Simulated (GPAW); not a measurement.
MoP, 2 atoms in the cell. Symmetry: P-6m2, No. 187, hexagonal system. Conventional cell: a = 3.223 Å, b = 3.223 Å, c = 3.191 Å, α = 90.00°, β = 90.00°, γ = 120.00°. Mo (site symmetry -6m2) is surrounded by 6 P at 2.45 Å. P (site symmetry -6m2) is surrounded by 6 Mo at 2.45 Å. 

```yaml
Program: GPAW 26.7.0
Task: band structure
Functional: PBE
Potentials_or_basis: GPAW PAW data sets (gpaw-data 1.2.1)
Cutoff: 600 eV
Basis: pw
k_mesh: 7 × 7 × 6
Occupations: fermi-dirac, width 0.05 eV
Spin: no spin polarisation
Hubbard_terms: Mo d U = 1 eV
Maxiter: 150
Band_path: GMKGALHA,LM,KH
Band_points: 100
```

Potentials or basis: GPAW PAW data sets (gpaw-data 1.2.1), pw.

Launch:

```bash
$ OMP_NUM_THREADS=1 python run.py
```

Hardware: 1 thread of Arm Neoverse V2 (shared host).

Problem. Estimate the wall time of this run.

Solution. It took 26 s on 1 thread of Arm Neoverse V2, with other jobs on the host, peak memory 0.23 GiB. Counts: scf iterations 14, plane waves 972, bands 20, k points 32.
